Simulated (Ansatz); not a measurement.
# As: which structure wins at one pressure

Which of fcc, bcc, hcp, sc, omega, simple hexagonal has the lowest enthalpy for As at one common pressure? Methods of the runs shown: PAW.

Program: Ansatz 0.2.0. Level of theory: DFT, PBE, PAW with Ansatz's default frozen-core files, scalar-relativistic. These are calculated values, not measurements.

**1. Starting point**

Symmetry: Fm-3m, No. 225, cubic system. The conventional cell has a = 4.236 Å, b = 4.236 Å, c = 4.236 Å, α = 90.00°, β = 90.00°, γ = 90.00°. Around As (site symmetry m-3m) lie 12 As at 3.00 Å.

Coordinates:

```xyz
1
Lattice="0.0000 2.1179 2.1179 2.1179 0.0000 2.1179 2.1179 2.1179 0.0000" Properties=species:S:1:pos:R:3 pbc="T T T"
As    0.0000    0.0000    0.0000
```

**2. Cell relaxed at zero pressure, PAW**

File input.yaml:

```yaml
crystal:
  lattice:
    - [0.0, 2.1179117921, 2.1179117921]
    - [2.1179117921, 0.0, 2.1179117921]
    - [2.1179117921, 2.1179117921, 0.0]
  atoms:
    - { symbol: As, position: [0.0, 0.0, 0.0] }
kpoints:
  mp_grid: { grid: [16, 16, 16] }
scf:
  occupations: { method: fermi_dirac, width: 0.05 }
hamiltonian:
  xc: pbe
  pseudopotentials: { kind: paw }
output:
  forces: true
  stress: true
relax:
  f_tol: 0.005
  max_steps: 40
  cell: {}
```

On the command line:

```bash
> ansatz run input.yaml --threads 1 --pin off --max-ram 3584MiB --backend cpu --events-out ev --progress --plain --runs-dir out
```

After this run come: Volume scaled by 0.603, to set the pressure, PAW; Fcc relaxed under pressure, PAW; Bcc relaxed under pressure, PAW; Hcp relaxed under pressure, PAW; Sc relaxed under pressure, PAW; Omega relaxed under pressure, PAW; Simple hexagonal relaxed under pressure, PAW.

Before running it: what results should come out? Wanted: pressure; lowest.

The runs gave:

| quantity | value |
| --- | --- |
| pressure | 120 GPa |
| lowest (PAW) | bcc, 81.6 meV/atom under omega |

In words: By PAW the order is bcc < omega < hcp < fcc < simple hexagonal < sc. Only these structures were tried, with electrons smeared by 0.05 eV and without vibrations, so the true ground state may be another. The k meshes differ between phases and weren't tested, which can move differences by some meV.
